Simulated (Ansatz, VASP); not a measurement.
**AlRu in VASP and in Ansatz**

```
Al Ru
1.0
     2.99160    0.00000    0.00000
     0.00000    2.99160    0.00000
     0.00000    0.00000    2.99160
Al Ru
1 1
Direct
  0.00000 0.00000 0.01671
  0.50000 0.50000 0.50000
```

Alike in both runs: task electric field gradients; functional PBE; k mesh 14 × 14 × 14; occupations fermi-dirac, width 0.08 eV; no spin polarisation.

|  | VASP | Ansatz |
| --- | --- | --- |
| version | VASP 6.6.1 | Ansatz 0.2.0 |
| potentials or method | VASP PAW PBE potentials, release 64 (Al, Ru_pv) | PAW with Ansatz's default frozen-core files, scalar-relativistic |
| plane-wave cutoff (eV) | 520 | 420 |
| valence electrons in the cell | 17 | 19 |

|  | VASP | Ansatz | Ansatz less VASP |
| --- | --- | --- | --- |
| pressure (GPa) | 2.9 | 2.9 | +0.03 |
| largest component of the traceless stress (GPa) | 0.14 | 0.13 | -0.001 |
| rms of the force components (eV/Å) | 0.226 | 0.224 | -0.0016 |
| Vzz of the field gradient on the site that differs most (V/Å²) | 0.5 | 0.4 | -0.03 |

Atom by atom the forces differ by 0.002 eV/Å (rms over components). The two sets of potentials don't hold the same shells in valence. Ansatz warned: «gradients_without_spin_orbit».
